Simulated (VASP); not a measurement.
**HfC: relaxation of cell and atoms with RPBE**

HfC:

```
Hf C
1.0
     0.00000    2.32500    2.32500
     2.32500    0.00000    2.32500
     2.32500    2.32500    0.00000
Hf C
1 1
Direct
  0.50000 0.50000 0.50000
  0.00000 0.00000 0.00000
```

```json
{
 "Program": "VASP 6.6.1",
 "Task": "relaxation of cell and atoms",
 "Functional": "RPBE",
 "Potentials or basis": "VASP PAW PBE potentials, release 64 (Hf_pv, C)",
 "Cutoff": "600 eV",
 "k mesh": "10 × 10 × 10",
 "Occupations": "fermi-dirac, width 0.05 eV",
 "Spin": "no spin polarisation",
 "Further INCAR settings": "ALGO = Normal; EDIFF = 1e-07; IBRION = 2; EDIFFG = -0.005; NSW = 60; ISIF = 3"
}
```

```yaml
Relaxed_volume: 12.75 Å³/atom
Relaxed_cell: a = 3.304 Å, b = 3.304 Å, c = 3.304 Å, α = 60.00°, β = 60.00°, γ = 60.00°
Space_group_after_relaxing_to_0.05_Å: Fm-3m (No. 225)
Energy_gained_by_relaxing: 2.0 meV/atom
Ionic_steps: 3
Pressure_after_relaxing: 0.0 GPa
Band_gap_on_the_k_mesh: none (metal or under the smearing width)
```

The path:
```tsv
step	energy change (eV)	largest force (eV/Å)	pressure (GPa)	volume (Å³)
1	0.0000	0.0000	3.44	25.14
2	0.0066	0.0000	-5.28	26.13
3	-0.0039	0.0000	-0.01	25.51
```

Final structure:
```cif
data_structure
_symmetry_space_group_name_H-M 'P 1'
_symmetry_Int_Tables_number 1
_cell_length_a 3.3042
_cell_length_b 3.3042
_cell_length_c 3.3042
_cell_angle_alpha 60.000
_cell_angle_beta 60.000
_cell_angle_gamma 60.000
_cell_volume 25.51
loop_
_atom_site_label
_atom_site_type_symbol
_atom_site_fract_x
_atom_site_fract_y
_atom_site_fract_z
_atom_site_occupancy
Hf1 Hf 0.50000 0.50000 0.50000 1
C1 C 0.00000 0.00000 0.00000 1
```

Levels at points of the mesh, in eV from the Fermi level:
| k point | band 3 | band 4 | band 5 | band 6 | band 7 | band 8 | band 9 | band 10 | band 11 |
| --- | --- | --- | --- | --- | --- | --- | --- | --- | --- |
| (0.00, 0.00, 0.00) | -29.73 | -12.32 | 0.95 | 0.95 | 0.95 | 1.38 | 1.38 | 1.38 | 3.32 |
| (0.50, 0.00, 0.00) | -29.79 | -8.70 | -6.11 | -2.97 | -2.97 | 5.22 | 5.22 | 5.68 | 6.41 |
| (0.50, 0.50, 0.00) | -29.94 | -10.44 | -2.66 | -1.74 | -0.16 | -0.16 | 5.19 | 6.61 | 6.61 |

Run time: 32 s on 1 thread of Intel(R) Xeon(R) Platinum 8488C (Sapphire Rapids), on a shared host, peak memory 0.17 GiB.

Caveat: the PAW data sets were made with another functional, which shifts forces and pressure a little. RPBE and its kin give volumes clearly too large for solids.
